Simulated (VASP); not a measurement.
Input of a VASP 6.6.1 run:

INCAR

```
SYSTEM = Sn
ALGO = Fast
EDIFF = 1E-6
ENCUT = 520
GGA = PE
ISIF = 2
ISMEAR = -1
LASPH = .True.
LCHARG = .False.
LREAL = .False.
LWAVE = .False.
NBANDS = 21
NELM = 100
PREC = Accurate
SIGMA = 0.05
```

File KPOINTS:

```
k-points
0
Gamma
  9 9 9
  0 0 0
```

File POSCAR:

```
Sn
1.0
   -2.9401404553      2.9401404553      1.5993019889
    2.9401404553     -2.9401404553      1.5993019889
    2.9401404553      2.9401404553     -1.5993019889
Sn
2
Direct
    0.0000000000      0.0000000000      0.0000000000
    0.7500000000      0.2500000000      0.5000000000
```

Potentials or basis: VASP PAW PBE potentials, release 64 (Sn_d).

Run with:

```console
$ cat potpaw_PBE.64/Sn_d/POTCAR > POTCAR
$ mpirun -np 1 vasp_std > vasp.out
```

Problem. What does it give for the band gap on the k mesh?

Solution. None (metal or under the smearing width).

Problem. Predict the pressure.

Solution. 1.3 GPa.

Stress tensor (GPa, compression positive):
```
1.49 0.00 0.00
0.00 1.49 0.00
0.00 0.00 1.05
```
